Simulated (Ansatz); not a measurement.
## HfO3: balancing the decomposition

All numbers below come from Ansatz, DFT PBE, scalar-relativistic, plane waves, PAW. Settings: cutoff 420 eV, Γ-centred meshes spaced at most about 0.3 Å⁻¹, and about 0.25 Å⁻¹ or finer for metals (2π included), Gaussian smearing. No spin polarisation.

Energies over the elements count from the elements' standard structures at the same level (O₂ as a molecule), with no fitted energy shifts.

All energies are static (0 K, no zero-point motion). These runs have no spin–orbit coupling, which can matter for Hf.

A trial structure of HfO3 (reached from: random cell; relaxed: space group Pm-3n (No. 223), a = 4.141 Å) has a formation energy of -2.012 eV/atom. At its composition the lowest mixture among the elements and 2 reference phases computed alike (others may be missing) consists of these:

| phase | source | ΔE_f (eV/atom) |
| --- | --- | --- |
| O2 (gas) | element | 0.000 |
| HfO2 (P2_1/c) | COD | -3.461 |

Question: Write the balanced decomposition and find its energy per atom, per formula unit and per mole of formula units.

Answer: Balancing Hf and O gives 2 HfO3 → O2 + 2 HfO2. The left side holds 8 atoms, and the products take 2/8 (O2) and 6/8 (HfO2) of them. The mixture therefore lies at 2/8 × (0.000) + 6/8 × (-3.461) = -2.596 eV/atom. The reaction energy is -2.596 − (-2.012) = -0.584 eV/atom. Times 4 atoms that is -2.336 eV per HfO3, and times 96.485 it is -225 kJ per mole of HfO3. Decomposition is downhill, so the trial structure is unstable against this mixture. Entropy of the gas would favour the products further at finite temperature.
